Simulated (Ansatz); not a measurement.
Crystal: ZrC.

```xyz
2
Lattice="0.0000 2.3650 2.3650 2.3650 0.0000 2.3650 2.3650 2.3650 0.0000" Properties=species:S:1:pos:R:3 pbc="T T T"
Zr    2.3650    2.3650    2.3650
C     0.0000    0.0000    0.0000
```

- Program: Ansatz 0.2.0
- Task: relaxation of cell and atoms
- Functional: PBEsol
- Potentials or basis: Ansatz PAW
- Cutoff: 420 eV (not typed: the program's choice for these potentials)
- k mesh: 10 × 10 × 10
- Occupations: fermi-dirac, width 0.05 eV
- Spin: no spin polarisation
- Hubbard terms: Zr d U = 8 eV

At the start: volume 13.23 Å³/atom.

Where does the relaxation end?

It ends after 7 steps and the volume is 13.58 Å³/atom (+2.7 %); space group Fm-3m (No. 225, to 0.05 Å).

The path:
| step | energy change (eV) | largest force (eV/Å) | volume (Å³) |
| --- | --- | --- | --- |
| 1 | 0.0000 | 0.0000 | 26.46 |
| 2 | -0.0017 | 0.0000 | 27.77 |
| 3 | -0.0108 | 0.0000 | 27.18 |
| 4 | -0.0108 | 0.0000 | 27.15 |
| 5 | -0.0119 | 0.0000 | 27.15 |
| 6 | -0.0118 | 0.0000 | 27.16 |
| 7 | -0.0118 | 0.0000 | 27.16 |

Final structure:
```xyz
2
Lattice="0.0000 2.3858 2.3858 2.3858 0.0000 2.3858 2.3858 2.3858 0.0000" Properties=species:S:1:pos:R:3 pbc="T T T"
Zr    2.3858    2.3858    2.3858
C     0.0000    0.0000    0.0000
```

Caveat: the plane-wave basis is chosen anew once the cell has moved, so the energies of steps on either side of that aren't comparable; U without spin polarisation on a metal has little footing; the PAW data sets come from PBE, with cores solved anew for the run's functional, which leaves a small shift of forces and pressure; the U is typed as a test and isn't derived for this compound.
